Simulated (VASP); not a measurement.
# TiB2 (P6/mmm) in VASP: further runs

Runs on TiB2. Level: PBE. Tasks: relaxation of cell and atoms.

All numbers are computed with VASP 6.6.1; they aren't measurements. Logs are shortened: lines on timing, memory, paths and dates and some standing lists are left out, and cuts for length are marked.

### Step 1. The structure

The structure is hexagonal, space group P6/mmm (No. 191). Conventional cell: a = 3.029 Å, b = 3.029 Å, c = 3.228 Å, α = 90.00°, β = 90.00°, γ = 120.00°. Ti (site symmetry 6/mmm) has 12 B at 2.38 Å as nearest neighbours. B (site symmetry -6m2) is surrounded by 3 B at 1.75 Å.

### Step 2. Relaxation of cell and atoms, PBE

Input file INCAR:

```
SYSTEM = TiB2
PREC     = Accurate       ! precision mode
ENCUT    = 520            ! plane-wave cutoff, eV
EDIFF    = 1E-7           ! SCF threshold, eV
ISMEAR   = 0              ! smearing method
SIGMA    = 0.1            ! smearing width, eV
LREAL    = .FALSE.        ! projectors in reciprocal space
LASPH    = .TRUE.         ! aspherical terms in the spheres
NELM     = 80             ! most SCF steps
ALGO     = Normal         ! electronic algorithm
ISIF     = 3              ! what is computed and relaxed
LWAVE    = .FALSE.        ! write WAVECAR
LCHARG   = .FALSE.        ! write CHGCAR
GGA      = PE             ! functional
IBRION   = 2              ! ionic algorithm
NSW      = 80             ! ionic steps
EDIFFG   = -0.002         ! ionic threshold
```

Input file KPOINTS:

```
Automatic mesh
0
G
  15 15 14
  0 0 0
```

Input file POSCAR:

```
TiB2
1.0
    3.0292000000      0.0000000000      0.0000000000
   -1.5146000000      2.6233641500      0.0000000000
    0.0000000000      0.0000000000      3.2284000000
Ti B
1 2
Direct
    0.0000000000      0.0000000000      0.0000000000
    0.3333333300      0.6666666700      0.5000000000
    0.6666666700      0.3333333300      0.5000000000
```

Potentials or basis: VASP PAW PBE potentials, release 64 (Ti_sv, B).

Command:

```bash
$ cat potpaw_PBE.64/Ti_sv/POTCAR potpaw_PBE.64/B/POTCAR > POTCAR
$ mpirun -np 1 vasp_std > vasp.out
```

OUTCAR:

```text
SYSTEM = TiB2
   PREC = Accurate
   ENCUT = 520
   EDIFF = 1E-7
   ISMEAR = 0
   LREAL = .FALSE.
   LASPH = .TRUE.
   NELM = 80
   ISIF = 3
   GGA = PE
   IBRION = 2
   NSW = 80
   EDIFFG = -0.002

 ion  position               nearest neighbor table
   1  0.000  0.000  0.000-   2 2.38   3 2.38   2 2.38   3 2.38   2 2.38   2 2.38   3 2.38   3 2.38
                             3 2.38   3 2.38   2 2.38   2 2.38
   2  0.333  0.667  0.500-   3 1.75   3 1.75   3 1.75   1 2.38   1 2.38   1 2.38   1 2.38   1 2.38
                             1 2.38
   3  0.667  0.333  0.500-   2 1.75   2 1.75   2 1.75   1 2.38   1 2.38   1 2.38   1 2.38   1 2.38
                             1 2.38

  LATTYP: Found a hexagonal cell.
 ALAT       =     3.0292000000
 C/A-ratio  =     1.0657599366

  Lattice vectors:

 A1 = (   3.0292000000,   0.0000000000,   0.0000000000)
 A2 = (  -1.5146000000,   2.6233641500,   0.0000000000)
 A3 = (   0.0000000000,   0.0000000000,   3.2284000000)

Analysis of symmetry for initial positions (statically):
=====================================================================
 Subroutine PRICEL returns:
 Original cell was already a primitive cell.

 Routine SETGRP: Setting up the symmetry group for a
 hexagonal supercell.

 Subroutine GETGRP returns: Found 24 space group operations
 (whereof 24 operations were pure point group operations)
 out of a pool of 24 trial point group operations.

The static configuration has the point symmetry D_6h.

Analysis of symmetry for dynamics (positions and initial velocities):
=====================================================================
 Subroutine PRICEL returns:
 Original cell was already a primitive cell.

 Routine SETGRP: Setting up the symmetry group for a
 hexagonal supercell.

 Subroutine GETGRP returns: Found 24 space group operations
 (whereof 24 operations were pure point group operations)
 out of a pool of 24 trial point group operations.

The dynamic configuration has the point symmetry D_6h.

 Subroutine INISYM returns: Found 24 space group operations
 (whereof 24 operations are pure point group operations),
 and found     1 'primitive' translations

----------------------------------------------------------------------------------------

                                     Primitive cell

  volume of cell :      25.6551

  direct lattice vectors                    reciprocal lattice vectors
     3.029200000  0.000000000  0.000000000     0.330120164  0.190594966  0.000000000
    -1.514600000  2.623364150  0.000000000     0.000000000  0.381189931  0.000000000
[... 106 lines left out ...]
     AMIX     =   0.40;   BMIX     =  1.00
     AMIX_MAG =   1.60;   BMIX_MAG =  1.00
  volume/ion in A,a.u.               =       8.55        57.71
  Fermi-wavevector in a.u.,A,eV,Ry     =   1.454703  2.748990 28.792122  2.116161
  Thomas-Fermi vector in A             =   2.571823
   LORBIT       =      0    0 simple, 1 ext, 2 COOP (PROOUT), +10 PAW based schemes
   GGA     = PE    functional components
   LHFCALC =     F    Hartree Fock is set to
   AEXX    =    0.0000 exact exchange contribution
   IVDW    =     0    specifies the selected vdW correction
   LEPSILON=     F    determine dielectric tensor
   LRPA    =     F    only Hartree local field effects (RPA)
 conjugate gradient relaxation of ions
 non-spin polarized calculation
 Gauss-broadening in eV      SIGMA  =   0.10
  energy-cutoff  :      520.00
  volume of cell :       25.66
 maximum number of plane-waves:       721
 NGX is ok and might be reduce to    24
   NGX = 11   NGY = 11   NGZ = 13

--------------------------------------- Ionic step        1  -------------------------------------------

 number of electron      18.0000002 magnetization

 Free energy of the ion-electron system (eV)
  ---------------------------------------------------
  ext. energy  EPLUGINS =         0.00000000
  ---------------------------------------------------
  free energy    TOTEN  =       -24.43011013 eV

  energy without entropy =      -24.42824049  energy(sigma->0) =      -24.42917531

------------------------ aborting loop because EDIFF is reached ----------------------------------------

  FORCE on cell =-STRESS in cart. coord.  units (eV):
  Direction    XX          YY          ZZ          XY          YZ          ZX
  --------------------------------------------------------------------------------------
  -------------------------------------------------------------------------------------
  Total        0.1195484      0.1195484     -0.0420569      0.0000000     -0.0000000     -0.0000000
  in kB        7.4658730      7.4658729     -2.6264781      0.0000000     -0.0000000     -0.0000000
  external PRESSURE =       4.1017559 kB  Pullay stress =       0.0000000 kB
[... 24 lines left out ...]
--------------------------------------- Ionic step        2  -------------------------------------------

 number of electron      18.0000001 magnetization

 E-fermi :   9.9924     XC(G=0): -12.7541

 val. band max:        9.9493304445   @ k =   0.2667   0.2000   0.0000
 cond. band min:       9.9928701558   @ k =   0.2000   0.2000   0.1429
 fundamental gap:      0.0435397112
 Fermi energy:         9.9923927301

 k-point     1 :       0.0000    0.0000    0.0000
  band No.  band energies     occupation
      1     -46.9966      2.00000
      2     -23.3474      2.00000
      3     -23.0361      2.00000
      4     -23.0361      2.00000
      5      -3.5228      2.00000
      6       7.3533      2.00000
      7       7.3533      2.00000
      8       7.6665      2.00000
      9       7.8655      2.00000
     10      11.8464      0.00000
     11      11.8464      0.00000
     12      13.6167      0.00000
     13      13.6167      0.00000
[... 478 lines left out ...]
--------------------------------------- Ionic step        5  -------------------------------------------

 number of electron      18.0000001 magnetization

 Free energy of the ion-electron system (eV)
  ---------------------------------------------------
  ext. energy  EPLUGINS =         0.00000000
  ---------------------------------------------------
  free energy    TOTEN  =       -24.43027158 eV

  energy without entropy =      -24.42838837  energy(sigma->0) =      -24.42932998

 E-fermi :  10.0143     XC(G=0): -12.7636

 val. band max:        9.9702319394   @ k =   0.2667   0.2000   0.0000
 cond. band min:      10.0147010201   @ k =   0.2000   0.2000   0.1429
 fundamental gap:      0.0444690807
 Fermi energy:        10.0143496934

 k-point     1 :       0.0000    0.0000    0.0000
  band No.  band energies     occupation
      1     -46.9704      2.00000
      2     -23.3219      2.00000
      3     -23.0090      2.00000
      4     -23.0090      2.00000
      5      -3.5122      2.00000
      6       7.3726      2.00000
      7       7.3726      2.00000
      8       7.6845      2.00000
      9       7.8817      2.00000
     10      11.8736      0.00000
     11      11.8736      0.00000
     12      13.6462      0.00000
     13      13.6462      0.00000
[... 398 lines left out ...]
  FREE ENERGIE OF THE ION-ELECTRON SYSTEM (eV)
  ---------------------------------------------------
  free  energy   TOTEN  =       -24.4302715810 eV

  energy  without entropy=      -24.4283883720  energy(sigma->0) =      -24.42932998

 reached required accuracy - stopping structural energy minimisation
```

OSZICAR:

```text
N       E                     dE             d eps       ncg     rms          rms(c)
DAV:   1     0.127938621152E+03    0.12794E+03   -0.93203E+03  5616   0.158E+03
[... 40 lines left out ...]
       N       E                     dE             d eps       ncg     rms          rms(c)
DAV:   1    -0.244302750707E+02   -0.43107E-05   -0.14050E-04  6196   0.198E-01    0.175E-02
DAV:   2    -0.244302724951E+02    0.25757E-05   -0.17410E-05  5899   0.617E-02    0.596E-03
DAV:   3    -0.244302718514E+02    0.64368E-06   -0.16905E-06  8216   0.123E-02    0.282E-03
DAV:   4    -0.244302716924E+02    0.15900E-06   -0.66836E-07  8201   0.732E-03    0.132E-03
DAV:   5    -0.244302715775E+02    0.11491E-06   -0.74027E-08  3488   0.309E-03    0.443E-04
DAV:   6    -0.244302715810E+02   -0.35700E-08   -0.22938E-08  2828   0.128E-03
   5 F= -.24430272E+02 E0= -.24429330E+02  d E =-.200599E-04
```

CONTCAR:

```text
TiB2
   1.00000000000000
     3.0327495692756341    0.0000000000000000   -0.0000000000000000
    -1.5163747846378171    2.6264381671541419    0.0000000000000000
    -0.0000000000000000   -0.0000000000000000    3.2246589888295012
  Ti              B
     1     2
Direct
     0.0000000000000000    0.0000000000000000    0.0000000000000000
     0.3333333300000021    0.6666666699999979    0.5000000000000000
     0.6666666699999979    0.3333333300000021    0.5000000000000000

  0.00000000E+00  0.00000000E+00  0.00000000E+00
  0.00000000E+00  0.00000000E+00  0.00000000E+00
  0.00000000E+00  0.00000000E+00  0.00000000E+00
```

It took 61 s on 1 thread of Intel Xeon 6975P-C (Granite Rapids), shared host; peak memory 0.2 GiB.

What came out:

```
Free energy                            : -24.4303 eV
Relaxed volume                         : 8.56 Å³/atom
Relaxed cell                           : a = 3.033 Å, b = 3.033 Å, c = 3.225 Å, α = 90.00°, β = 90.00°, γ = 120.00°
Space group after relaxing (to 0.05 Å) : P6/mmm (No. 191)
Energy gained by relaxing              : 0.1 meV/atom
Ionic steps                            : 5
Pressure after relaxing                : 0.0 GPa
Band gap on the k mesh                 : none (metal or under the smearing width)
```

Step by step:
```csv
step,energy change (eV),largest force (eV/Å),pressure (GPa),volume (Å³)
1,0.0000,0.0000,0.41,25.66
2,-0.0001,0.0000,-0.46,25.74
3,-0.0001,0.0000,-0.16,25.70
4,-0.0002,0.0000,0.02,25.68
5,-0.0002,0.0000,0.01,25.69
```

Final structure:
```yaml
crystal:
  lattice:
    - [3.03275, 0.00000, 0.00000]
    - [-1.51637, 2.62644, 0.00000]
    - [0.00000, 0.00000, 3.22466]
  atoms:
    - { symbol: Ti, position: [0.00000, 0.00000, 0.00000] }
    - { symbol: B, position: [0.33333, 0.66667, 0.50000] }
    - { symbol: B, position: [0.66667, 0.33333, 0.50000] }
```

### Step 3. Relaxation of cell and atoms, PBE

INCAR is that of step 2.

KPOINTS is that of step 2.

Input file POSCAR:

```
TiB2                                    
1.0
    3.0327495693      0.0000000000     -0.0000000000
   -1.5163747846      2.6264381672      0.0000000000
   -0.0000000000     -0.0000000000      3.2246589888
  Ti              B             
     1     2
Direct
     0.0000000000000000    0.0000000000000000    0.0000000000000000
     0.3333333300000021    0.6666666699999979    0.5000000000000000
     0.6666666699999979    0.3333333300000021    0.5000000000000000
```

Potentials or basis: VASP PAW PBE potentials, release 64 (Ti_sv, B).

Command:

```bash
$ cat potpaw_PBE.64/Ti_sv/POTCAR potpaw_PBE.64/B/POTCAR > POTCAR
$ mpirun -np 1 vasp_std > vasp.out
```

It took 21 s on 1 thread of Intel Xeon 6975P-C (Granite Rapids), shared host; peak memory 0.2 GiB.

It converged, with:

| Property | Result |
| --- | --- |
| Free energy | -24.4303 eV |
| Pressure after relaxing | 0.0 GPa |
| Band gap on the k mesh | none (metal or under the smearing width) |

Final structure:
```cif
data_structure
_symmetry_space_group_name_H-M 'P 1'
_symmetry_Int_Tables_number 1
_cell_length_a 3.0327
_cell_length_b 3.0327
_cell_length_c 3.2247
_cell_angle_alpha 90.000
_cell_angle_beta 90.000
_cell_angle_gamma 120.000
_cell_volume 25.69
loop_
_atom_site_label
_atom_site_type_symbol
_atom_site_fract_x
_atom_site_fract_y
_atom_site_fract_z
_atom_site_occupancy
Ti1 Ti 0.00000 0.00000 0.00000 1
B1 B 0.33333 0.66667 0.50000 1
B2 B 0.66667 0.33333 0.50000 1
```

Levels at points of the mesh, in eV from the Fermi level:
```csv
k point,band 5,band 6,band 7,band 8,band 9,band 10,band 11,band 12,band 13
"(0.00, 0.00, 0.00)",-13.53,-2.64,-2.64,-2.33,-2.13,1.86,1.86,3.63,3.63
"(0.00, 0.00, 0.50)",-11.60,-7.63,-0.59,-0.59,-0.22,-0.22,0.41,0.41,1.63
```

Caveat: the relaxation stopped at its first step, so nothing moved.
